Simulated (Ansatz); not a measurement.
Crystal: Cr.

```xyz
1
Lattice="-1.4844 1.4844 1.4844 1.4844 -1.4844 1.4844 1.4844 1.4844 -1.4844" Properties=species:S:1:pos:R:3 pbc="T T T"
Cr    0.0000    0.0000    0.0000
```

| Item | Value |
| --- | --- |
| Program | Ansatz 0.2.0 |
| Task | phonons |
| Functional | PBE |
| Potentials or basis | all-electron LAPW, scalar-relativistic |
| Cutoff | 298 eV (chosen from the basis error) |
| Basis error allowed | 0.001 eV/atom |
| k mesh | 10 × 10 × 10 |
| Occupations | fermi-dirac, width 0.05 eV |
| Spin | collinear spin, ferromagnetic start |
| Starting moments | [3.0] μB |
| Phonon path | ["G", "H", "N", "G", "P", "H"] |

Problem. Is this structure dynamically stable at this level, and how far does the spectrum reach?

Solution. Yes, as far as this q mesh shows: no mode on the path is imaginary. The highest frequency is 257 cm⁻¹.

A q mesh this small can miss soft modes between its points.

Caveat: the k mesh is thin for a metal, which can move the energy by tens of meV per atom; a metal's response needs a denser mesh; the program listed the state as in doubt.
